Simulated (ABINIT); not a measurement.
The system is Al.

```
Al
1.0
     0.00000    2.02481    2.02481
     2.02481    0.00000    2.02481
     2.02481    2.02481    0.00000
Al
1
Cartesian
  0.0000 0.0000 0.0000
```

* Program: ABINIT 10.8.3 (patched build)
* Task: single point
* Functional: PBE
* Potentials or basis: JTH PAW PBE v2.0
* Cutoff: 408 eV
* k mesh: 11 × 11 × 11
* Occupations: fermi-dirac, width 0.05 eV
* Spin: no spin polarisation

On this cell: pressure -0.6 GPa; band gap on the k mesh none (metal or under the smearing width).

The same run follows on a disturbed copy (cell strained at random at fixed volume):

```
Al
1.0
     0.04789    1.96914    2.02685
     2.04326   -0.00835    2.08310
     2.04058    2.02271   -0.00568
Al
1
Direct
  0.00598 0.98688 0.02117
```

Task: What does the disturbed cell give?

Result: The energy (extrapolated to zero smearing) moves by +4.6 meV/atom; pressure -0.4 GPa; band gap on the k mesh none (metal or under the smearing width).

Stress tensor (GPa, compression positive):
```
 0.49 -0.73 -1.15
-0.73  0.40  1.52
-1.15  1.52 -2.05
```
